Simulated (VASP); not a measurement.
A run of VASP 6.6.1:

Contents of INCAR:

```
SYSTEM = Zr
  PREC = Accurate
  ENCUT = 520
  EDIFF = 1E-6
  ISMEAR = 1
  SIGMA = 0.1
  LREAL = .False.
  LASPH = .True.
  NELM = 80
  ALGO = Normal
  ISIF = 2
  LWAVE = .False.
  LCHARG = .False.
  GGA = CA
  IBRION = 2
  NSW = 60
  EDIFFG = -0.005
```

File KPOINTS:

```
Automatic mesh
0
Gamma
  9 9 5
  0 0 0
```

The input POSCAR:

```
Zr
1.0
    3.4815664591      0.0000000000      0.0000000000
   -1.7407832295      3.0151249985      0.0000000000
    0.0000000000      0.0000000000      5.5444376748
Zr
2
Cartesian
    1.7407832297      1.0050416661      4.1583282561
   -0.0000000001      2.0100833324      1.3861094187
```

Potentials or basis: VASP PAW LDA potentials, release 64 (Zr_sv).

The run is started by

```bash
$ cat potpaw_LDA.64/Zr_sv/POTCAR > POTCAR
$ mpirun -np 1 vasp_std > vasp.out
```

Hardware: 1 thread of Intel(R) Xeon(R) 6975P-C (Granite Rapids), with other jobs on the host.

Q: How long does it take, and how much memory?

A: Run time: 12 s on 1 thread of Intel(R) Xeon(R) 6975P-C (Granite Rapids), with other jobs on the host, peak memory 0.16 GiB. Counts: scf iterations 12, k points 36, ion steps 1.
